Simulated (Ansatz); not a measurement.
# InAs: how the settings move a single-point run

How sensitive is a single-point run of InAs to its settings? A reference run comes first, then two runs with altered input. The cell is built on a prototype (rocksalt) and needn't be the phase found in nature.

Method: reference: DFT, PBE, plane waves, PAW, in Ansatz 0.2.0.

9 further runs of the same task are left out: 1 for a known fault of the program, 8 that didn't finish.

## (1) The system as given

Symmetry: Fm-3m, No. 225, cubic system. Conventional cell: a = 5.683 Å, b = 5.683 Å, c = 5.683 Å, α = 90.00°, β = 90.00°, γ = 90.00°. In (site symmetry m-3m) is surrounded by 6 As at 2.84 Å. Around As (site symmetry m-3m) lie 6 In at 2.84 Å.

Structure file:

```cif
data_structure
_symmetry_space_group_name_H-M 'Fm-3m'
_symmetry_Int_Tables_number 225
_cell_length_a 5.6829
_cell_length_b 5.6829
_cell_length_c 5.6829
_cell_angle_alpha 90.000
_cell_angle_beta 90.000
_cell_angle_gamma 90.000
_cell_volume 183.53
loop_
_atom_site_label
_atom_site_type_symbol
_atom_site_symmetry_multiplicity
_atom_site_Wyckoff_symbol
_atom_site_fract_x
_atom_site_fract_y
_atom_site_fract_z
_atom_site_occupancy
In1 In 4 a 0.00000 0.00000 0.00000 1
As1 As 4 b 0.50000 0.00000 0.00000 1
```

## (2) The reference run

Contents of input.yaml:

```yaml
crystal:
  lattice:
    - [0.0, 2.8414336054, 2.8414336054]
    - [2.8414336054, 0.0, 2.8414336054]
    - [2.8414336054, 2.8414336054, 0.0]
  atoms:
    - { symbol: In, position: [0.0, 0.0, 0.0] }
    - { symbol: As, position: [0.5, 0.5, 0.5] }
kpoints:
  mp_grid: { grid: [6, 6, 6] }
hamiltonian:
  xc: pbe
scf:
  occupations: { method: fermi_dirac, width: 0.02 }
  n_extra_bands: 4
output:
  forces: true
  stress: true
  eigenvalues: true
  write_density: true
  write_potential: true
  elf: true
  volumetric_format: npy
```

Started as:

```bash
$ ansatz run input.yaml --threads 4 --pin off --max-ram 3686MiB --backend cpu --events-out ev --progress --plain --runs-dir out
```

## (3) Changed: accuracy high

Edit input.yaml of step 2 so:

```diff
@@ -19,5 +19,2 @@
   eigenvalues: true
-  write_density: true
-  write_potential: true
-  elf: true
-  volumetric_format: npy
+accuracy: high
```

## (4) Changing settings: eigensolver.kind dense

Edit input.yaml of step 2 so:

```diff
@@ -15,2 +15,3 @@
   n_extra_bands: 4
+  eigensolver: { kind: dense }
 output:
@@ -19,5 +20 @@
   eigenvalues: true
-  write_density: true
-  write_potential: true
-  elf: true
-  volumetric_format: npy
```

Q: Predict the outcome of this session. Wanted: for each run, ending; energy change; pressure; gap; force.

The runs gave:

```
                      run     ending  energy change  pressure (GPa)  gap (eV)  force (eV/Å)  cycles    time
                reference  converged              0             2.5      0.00          0.00       6  0.45 s
         1: accuracy high  converged   0.0 meV/atom             2.5      0.00          0.00       8  0.41 s
2: eigensolver.kind dense  converged   0.0 meV/atom             2.5      0.00          0.00       6    16 s
```

Times don't compare one to one where runs were asked for different outputs or read a saved state (see the inputs); cycles may leave out searches for a lower state.

Residual by cycle in the longest SCF loop of each run; runs are numbered as in the table. The quantity is the density residual dr2, in eV.

```
cycle  reference    run 1    run 2
    1    0.00569  0.00569  0.00607
    2     3.6e-4   3.5e-4   2.3e-4
    3     3.5e-5   3.5e-5   3.1e-5
    4     3.7e-6   3.7e-6   4.0e-6
    5     3.3e-7   3.0e-7   7.0e-8
    6     5.6e-9   4.9e-9  9.4e-10
    7          -  2.6e-10        -
    8          -  3.0e-12        -
```

**Reading.** Of the converged runs whose energies compare with the reference's, none moves it noticeably. Semilocal functionals close small gaps, so the missing gap need not be the real solid's. Of the variants the dearest is «eigensolver.kind dense» (16 s), the cheapest «accuracy high» (0.41 s), on a shared host.
